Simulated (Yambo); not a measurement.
# AlN (P6_3mc) in Yambo: notebook, part 2 of 4

Yambo 5.3.0. The steps go on from the part before.

### 3 Optical spectrum by the Bethe-Salpeter equation, PBE

bse9.in reads:

```
optics
bse
bss
rim_cut
em1s
RandQpts= 1000000
RandGvec= 50 RL
Chimod= "HARTREE"
% BndsRnXs
 1 | 33 |
%
NGsBlkXs= 5 Ry
% LongDrXs
 1 | 1 | 1 |
%
BSKmod= "SEX"
BSEmod= "resonant"
BSSmod= "d"
% BSEQptR
 1 | 1 |
%
% BSEBands
 7 | 10 |
%
BSENGexx= 20 Ry
BSENGBlk= 5 Ry
% BEnRange
 0 | 20 | eV
%
% BDmRange
 0.2 | 0.2 | eV
%
BEnSteps= 300
% BLongDir
 1 | 1 | 1 |
%
BSEprop= "abs"
WRbsWF
% KfnQP_E
 1.25 | 1.0 | 1.0 |
%
```

scf.in reads:

```
&CONTROL
  calculation = 'scf'
  prefix = 'pwscf'
  outdir = './tmp'
  pseudo_dir = './pseudo'
/
&SYSTEM
  ibrav = 0
  nat = 4
  ntyp = 2
  ecutwfc = 84
  nbnd = 14
  occupations = 'smearing'
  smearing = 'fd'
  degauss = 0.00367493
  force_symmorphic = .true.
/
&ELECTRONS
  conv_thr = 8d-10
  electron_maxstep = 120
  mixing_beta = 0.5
/
ATOMIC_SPECIES
Al    26.9815 Al.upf
N     14.0070 N.upf
CELL_PARAMETERS angstrom
   3.1130000000    0.0000000000    0.0000000000
  -1.5565000000    2.6959370820    0.0000000000
   0.0000000000    0.0000000000    4.9810000000
ATOMIC_POSITIONS crystal
Al     0.6666666667    0.3333333333    0.5000000000
Al     0.3333333333    0.6666666667    0.0000000000
N      0.6666666667    0.3333333333    0.8800000000
N      0.3333333333    0.6666666667    0.3800000000
K_POINTS automatic
12 12 6 0 0 0
```

nscf.in reads:

```
&CONTROL
  calculation = 'nscf'
  prefix = 'pwscf'
  outdir = './tmp'
  pseudo_dir = './pseudo'
/
&SYSTEM
  ibrav = 0
  nat = 4
  ntyp = 2
  ecutwfc = 84
  nbnd = 58
  occupations = 'fixed'
  force_symmorphic = .true.
/
&ELECTRONS
  conv_thr = 1d-08
  diago_full_acc = .true.
  diago_thr_init = 1d-06
/
ATOMIC_SPECIES
Al    26.9815 Al.upf
N     14.0070 N.upf
CELL_PARAMETERS angstrom
   3.1130000000    0.0000000000    0.0000000000
  -1.5565000000    2.6959370820    0.0000000000
   0.0000000000    0.0000000000    4.9810000000
ATOMIC_POSITIONS crystal
Al     0.6666666667    0.3333333333    0.5000000000
Al     0.3333333333    0.6666666667    0.0000000000
N      0.6666666667    0.3333333333    0.8800000000
N      0.3333333333    0.6666666667    0.3800000000
K_POINTS automatic
6 6 4 0 0 0
```

Potentials or basis: PseudoDojo 0.4.1 SR PBE standard.

Command:

```sh
OMP_NUM_THREADS=1 pw.x -in scf.in > scf.out
OMP_NUM_THREADS=1 pw.x -in nscf.in > nscf.out
cd tmp/pwscf.save; p2y; mv SAVE ../..; cd ../..
OMP_NUM_THREADS=1 yambo
mkdir -p bse9; ln -s $PWD/bse1/ndb.em1s* bse9/
mkdir -p bse9; ln -s $PWD/g0w00/ndb.RIM bse9/
OMP_NUM_THREADS=1 yambo -F bse9.in -J bse9 -C bse9_out
OMP_NUM_THREADS=1 ypp -J bse9 -C bse9_out -e s -b 1
```

Yambo's report:

```text
[... sections 02.01 to 02.04 as in the set-up run ...]

  [02.05] Energies & Occupations
  ==============================

  [X] === General ===
  [X] Electronic Temperature                        :  0.000000  0.000000 [eV K]
  [X] Bosonic    Temperature                        :  0.000000  0.000000 [eV K]
  [X] Finite Temperature mode                       : no
  [X] El. density                                   :  0.38275E+24 [cm-3]
  [X] Fermi Level                                   :  7.105999 [eV]

  [X] === Gaps and Widths ===
  [X] Conduction Band Min                           :  4.220893 [eV]
  [X] Valence Band Max                              :  0.000000 [eV]
  [X] Filled Bands                                  :   8
  [X] Empty Bands                                   :    9   58
  [X] Direct Gap                                    :  4.220893 [eV]
  [X] Direct Gap localized at k                     :  1
[... 286 lines left out ...]
    [K] Bands                                        :   7  10
    [K] Exchange                                     : yes [res]
    [K] Correlation                                  : yes [res]
    [K] Kernel`s coupling                            : no
    [K] Exchange                                     : no [cpl]
    [K] Correlation                                  : no [cpl]
    [K] W interaction is bare                        : no
    [K] ALDA kernel in R-space                       : no
    [K] RL vectors                                   :   415 [exchange]
    [K] RL vectors                                   :   55 [correlation]
    [K] E/h energy range                             : -1.000000 -1.000000 [eV]
    [K] Coupling range                               :  100.0000  100.0000 [o/o]
    [W] Interaction is diagonal                      : no
    [W] Matrix size                                  :   55
    [W] Bands                                        :    1   33
    [W] e/h energy range                             : -1.000000 -1.000000 [eV]
    [W] Poles                                        :  100.0000 [o/o]
    [W] RL vectors in the sum                        :   4625
    [W] [r,Vnl] included                             : yes
    [W] Field direction                              :  0.577350E-5  0.577350E-5  0.577350E-5
    [W] Coulomb Cutoff                               : none
    [W] Hxc Kernel                                   : HARTREE
    [RIM] RL components                              :   55 [col]
    [RIM] Random points                              :  1000000 [col]
    [SOC] Perturbative SOC                           : no
    [K] Kernel long-range exchange                   : BAR
    [BSS] Eigenstates included                       : yes
    [BSS] Field direction                            :  0.577350E-5  0.577350E-5  0.577350E-5
    [BSS] Eigenstates computed                       :   576
    [BSS] Number of BSE matrices                     :  1
```

o-bse9.eps_q1_diago_bse:

```text
# Absorption @ Q(1):  0.577350269     0.577350269     0.577350269    [q->0 direction]
#
[... 52 lines left out ...]
#
        0.000000           0.016327           1.574656           0.012611           1.505810
        0.066890           0.016646           1.580161           0.012826           1.510058
        0.133779           0.016975           1.585773           0.013048           1.514379
        0.200669           0.017314           1.591496           0.013275           1.518775
        0.267559           0.017663           1.597334           0.013508           1.523247
        0.334448           0.018023           1.603291           0.013747           1.527798
[... 292 lines left out ...]
        19.93311           0.005151           0.675601           0.006028           0.649079
        20.00000           0.005096           0.677313           0.005959           0.651082
#
```

o-bse9.exc_qpt1_E_sorted:

```text
# [K] Identifier                                  :   8345
# [K] Dimension                                   :   576
# [K] Bands                                       :   7  10
# [K] Exchange                                    : yes [res]
# [K] Correlation                                 : yes [res]
# [K] Kernel`s coupling                           : no
# [K] Exchange                                    : no [cpl]
# [K] Correlation                                 : no [cpl]
[... 30 lines left out ...]
#
     5.01524389        0.128930181         1.00000000
     5.19279952        0.193163153E-1      2.00000000
     6.21322381        0.451182671         3.00000000
     6.22518374        0.332102623E-1      4.00000000
     6.25933837        0.273039469E-4      5.00000000
     6.25933928        0.237516978E-4      6.00000000
[... 33 lines left out ...]
     7.14200694        0.374744846E-6      40.0000000
     7.14204893        0.805254659E-8      41.0000000
[... 537 further lines ...]
```

Results:

| Property | Result |
| --- | --- |
| Band gap on the k mesh, mean-field level | 4.22 eV, direct |
| Exciton binding energy | 0.46 eV |
| Lowest exciton energy | 5.02 eV |
| Lowest bright exciton energy | 5.02 eV |

Dielectric function (along the field direction of the input):
| energy (eV) | real part | imaginary part |
| --- | --- | --- |
| 0.27 | 1.60 | 0.02 |
| 0.74 | 1.64 | 0.02 |
| 1.27 | 1.70 | 0.02 |
| 1.74 | 1.76 | 0.03 |
| 2.27 | 1.85 | 0.04 |
| 2.74 | 1.95 | 0.05 |
| 3.28 | 2.09 | 0.06 |
| 3.75 | 2.25 | 0.08 |
| 4.28 | 2.53 | 0.14 |
| 4.82 | 3.01 | 0.40 |
| 5.28 | 3.04 | 0.52 |
| 5.82 | 4.39 | 0.96 |
| 6.29 | 4.11 | 4.25 |
| 6.82 | 3.47 | 5.14 |
| 7.29 | -0.77 | 4.06 |
| 7.83 | 0.25 | 5.01 |
| 8.36 | -2.17 | 2.40 |
| 8.83 | -1.75 | 1.10 |
| 9.36 | -1.26 | 0.46 |
| 9.83 | -0.78 | 0.22 |
| 10.37 | -0.41 | 0.12 |
| 10.84 | -0.21 | 0.08 |
| 11.37 | -0.03 | 0.06 |
| 11.84 | 0.08 | 0.04 |
| 12.37 | 0.18 | 0.03 |
| 12.91 | 0.26 | 0.03 |
| 13.38 | 0.32 | 0.02 |
| 13.91 | 0.38 | 0.02 |
| 14.38 | 0.42 | 0.02 |
| 14.92 | 0.46 | 0.01 |
| 15.38 | 0.49 | 0.01 |
| 15.92 | 0.52 | 0.01 |
| 16.45 | 0.55 | 0.01 |
| 16.92 | 0.57 | 0.01 |
| 17.46 | 0.60 | 0.01 |
| 17.93 | 0.61 | 0.01 |
| 18.46 | 0.63 | 0.01 |
| 18.93 | 0.65 | 0.01 |
| 19.46 | 0.66 | 0.01 |
| 20.00 | 0.68 | 0.01 |

Lowest exciton energies (eV): 5.02, 5.19, 6.21, 6.23, 6.26, 6.26, 6.32, 6.42

Excitons:
```csv
energy (eV),strength (relative to the strongest)
5.015,0.13
5.193,0.019
6.213,0.45
6.225,0.033
6.259,2.7e-05
6.259,2.4e-05
6.318,0.49
6.424,0.00042
6.424,3.4e-05
6.514,1.5e-07
6.516,0.0044
6.516,7.1e-05
```

Caveat: the scissor is the correction of the direct gap in an earlier G0W0 run on the same states; exciton energies and binding change strongly with the k mesh and aren't converged on this one; the real part holds the resonant terms alone and isn't the full dielectric function; spectra need much finer meshes, so this one isn't converged.

### 4 G0W0 quasiparticle levels, LDA

g0w00.in reads:

```
gw0
dyson
el_el_corr
rim_cut
HF_and_locXC
ppa
em1d
RandQpts= 1000000
RandGvec= 50 RL
EXXRLvcs= 84 Ry
VXCRLvcs= 84 Ry
Chimod= "HARTREE"
% BndsRnXp
 1 | 58 |
%
NGsBlkXp= 8 Ry
% LongDrXp
 1 | 1 | 1 |
%
PPAPntXp= 27.21138 eV
% GbndRnge
 1 | 58 |
%
GTermKind= "BG"
DysSolver= "n"
ExtendOut
% QPkrange
 1 | 6 | 6 | 12 |
%
```

Changes to scf.in since step 3:

```diff
@@ -29,7 +29,7 @@
    0.0000000000    0.0000000000    4.9810000000
-ATOMIC_POSITIONS crystal
-Al     0.6666666667    0.3333333333    0.5000000000
-Al     0.3333333333    0.6666666667    0.0000000000
-N      0.6666666667    0.3333333333    0.8800000000
-N      0.3333333333    0.6666666667    0.3800000000
+ATOMIC_POSITIONS angstrom
+Al     1.5565000002    0.8986456939    2.4905000000
+Al    -0.0000000002    1.7972913881    0.0000000000
+N      1.5565000002    0.8986456939    4.3832800000
+N     -0.0000000002    1.7972913881    1.8927800000
 K_POINTS automatic
```

Changes to nscf.in since step 3:

```diff
@@ -27,8 +27,8 @@
    0.0000000000    0.0000000000    4.9810000000
-ATOMIC_POSITIONS crystal
-Al     0.6666666667    0.3333333333    0.5000000000
-Al     0.3333333333    0.6666666667    0.0000000000
-N      0.6666666667    0.3333333333    0.8800000000
-N      0.3333333333    0.6666666667    0.3800000000
+ATOMIC_POSITIONS angstrom
+Al     1.5565000002    0.8986456939    2.4905000000
+Al    -0.0000000002    1.7972913881    0.0000000000
+N      1.5565000002    0.8986456939    4.3832800000
+N     -0.0000000002    1.7972913881    1.8927800000
 K_POINTS automatic
-6 6 4 0 0 0
+3 3 2 0 0 0
```

Potentials or basis: PseudoDojo 0.4.1 SR LDA standard.

Command:

```sh
OMP_NUM_THREADS=1 pw.x -in scf.in > scf.out
OMP_NUM_THREADS=1 pw.x -in nscf.in > nscf.out
cd tmp/pwscf.save; p2y; mv SAVE ../..; cd ../..
OMP_NUM_THREADS=1 yambo
OMP_NUM_THREADS=1 yambo -F g0w00.in -J g0w00 -C g0w00_out
```

Yambo's report:

```text
[... sections 02.01 to 02.04 as in the set-up run ...]

  [02.05] Energies & Occupations
  ==============================

  [X] === General ===
  [X] Electronic Temperature                        :  0.000000  0.000000 [eV K]
  [X] Bosonic    Temperature                        :  0.000000  0.000000 [eV K]
  [X] Finite Temperature mode                       : no
  [X] El. density                                   :  0.38275E+24 [cm-3]
  [X] Fermi Level                                   :  6.792804 [eV]

  [X] === Gaps and Widths ===
  [X] Conduction Band Min                           :  4.255860 [eV]
  [X] Valence Band Max                              :  0.000000 [eV]
  [X] Filled Bands                                  :   8
  [X] Empty Bands                                   :    9   58
  [X] Direct Gap                                    :  4.255860 [eV]
[... 347 lines left out ...]
   PPA    diel. fun.  energies                      : Slater exchange(X)+Perdew & Wang(C)
   wavefunctions                                    : Slater exchange(X)+Perdew & Wang(C)
   QP tot states                                    :   42
   GW solver                                        : Newton
   GW approximation                                 : PPA
   PPA imaginary Energy                             :  27.21138 ev
   RIM G`s                                          :   55
   RIM random pts                                   :  1000000
   dS/dw steps                                      :  2
   dS/dw step                                       :  0.100000 ev
   X G`s                                            :  123 used
   X G`s                                            :  123 disk
   X bands                                          :    1   58
   X poles                                          :  100.0000 o/o
   X e/h E range                                    : -1.000000 -1.000000 ev
   X Hxc Kernel                                     : HARTREE
   X BZ energy Double Grid                          : no
   X Optical Averaged directions                    : none
   Sc/G bands                                       :    1   58
   Sc/G damping                                     :  0.100000 ev
   Sc bands terminator                              : yes
   Sc terminator kind                               : BG
   Sc Terminator pole                               :  40.81708
   Sx RL components                                 :   3705

   QP @ state[ 1 ] K range                          :   1   6
   QP @ state[ 1 ] b range                          :   6  12
   GF energies kind                                 : Slater exchange(X)+Perdew & Wang(C)
   GF WF`s kind                                     : Slater exchange(X)+Perdew & Wang(C)
   Xs energies kind                                 : Slater exchange(X)+Perdew & Wang(C)
   Xs WF`s kind                                     : Slater exchange(X)+Perdew & Wang(C)
```

o-g0w00.qp:

```text
# GW solver                                       : Newton
# GW approximation                                : PPA
# PPA imaginary Energy                            :   27.2113800    [ev]
[... 71 lines left out ...]
         6                 11                 7.766847           8.653016           0.886169          -10.57789          -5.135608          -4.375753          -4.556112          -5.536731           0.830924          -0.002128          -15.68818           41.95591
         6                 12                 7.766848           8.652722           0.885874          -10.57789          -5.135600          -4.375416          -4.556412          -5.559603           0.830350          -0.680969E-4       -13.87255           47.44708
#
```

It took 1.9 min on 1 thread of Arm Neoverse V2, shared host; peak memory 0.31 GiB.

What came out:

| Item | Value |
| --- | --- |
| Band gap on the k mesh, mean-field level | 4.26 eV, direct |
| Quasiparticle gap | 5.74 eV |
| Least direct quasiparticle gap | 5.74 eV |
| Quasiparticle gap at Γ | 5.74 eV |
| Band gap of the same states before the correction | 4.26 eV |

Quasiparticle terms (eV):
```csv
k point,band,Kohn-Sham level,Vxc,Σx,Σc,Z,result
"(0.000, 0.000, 0.000)",6,-0.18,-16.83,-21.04,3.25,0.80,-0.94
"(0.000, 0.000, 0.000)",7,-0.18,-16.83,-21.04,3.27,0.80,-0.93
"(0.000, 0.000, 0.000)",8,0.00,-16.92,-20.87,3.08,0.80,-0.69
"(0.000, 0.000, 0.000)",9,4.26,-12.73,-7.90,-3.86,0.82,5.05
"(0.000, 0.000, 0.000)",10,6.56,-11.07,-5.70,-4.28,0.83,7.47
"(0.000, 0.000, 0.000)",11,10.47,-14.18,-7.36,-5.18,0.79,11.76
"(0.000, 0.000, 0.000)",12,11.00,-9.87,-3.98,-4.77,0.83,11.93
"(0.000, 0.000, -0.500)",6,-0.52,-16.57,-20.92,3.34,0.79,-1.32
"(0.000, 0.000, -0.500)",7,-0.52,-16.57,-20.92,3.32,0.79,-1.33
"(0.000, 0.000, -0.500)",8,-0.52,-16.57,-20.92,3.34,0.79,-1.32
"(0.000, 0.000, -0.500)",9,6.43,-12.93,-7.60,-4.16,0.82,7.39
"(0.000, 0.000, -0.500)",10,6.43,-12.93,-7.60,-4.16,0.82,7.39
"(0.000, 0.000, -0.500)",11,10.17,-11.41,-5.25,-4.88,0.82,11.22
"(0.000, 0.000, -0.500)",12,10.17,-11.41,-5.25,-4.88,0.82,11.22
"(0.000, 0.333, 0.000)",6,-1.83,-15.45,-20.19,3.51,0.79,-2.80
"(0.000, 0.333, 0.000)",7,-0.88,-15.99,-20.15,3.15,0.80,-1.69
"(0.000, 0.333, 0.000)",8,-0.52,-16.57,-20.88,3.31,0.79,-1.32
"(0.000, 0.333, 0.000)",9,6.14,-10.81,-5.67,-4.08,0.83,7.03
"(0.000, 0.333, 0.000)",10,6.62,-10.63,-5.39,-4.17,0.83,7.52
"(0.000, 0.333, 0.000)",11,7.89,-12.37,-6.77,-4.34,0.82,8.92
```

Caveat: the k mesh is coarse (spacing up to 0.78 Å⁻¹), so the values aren't converged; the screening block or the number of bands is too small for a converged GW gap; this version prints the column dSc/dw multiplied by 27.2; the terminator is approximate in this version, by hundredths of an eV; an odd mesh through Γ misses points on the zone boundary, where band edges often lie.

(Part 2 of 4 ends here.)
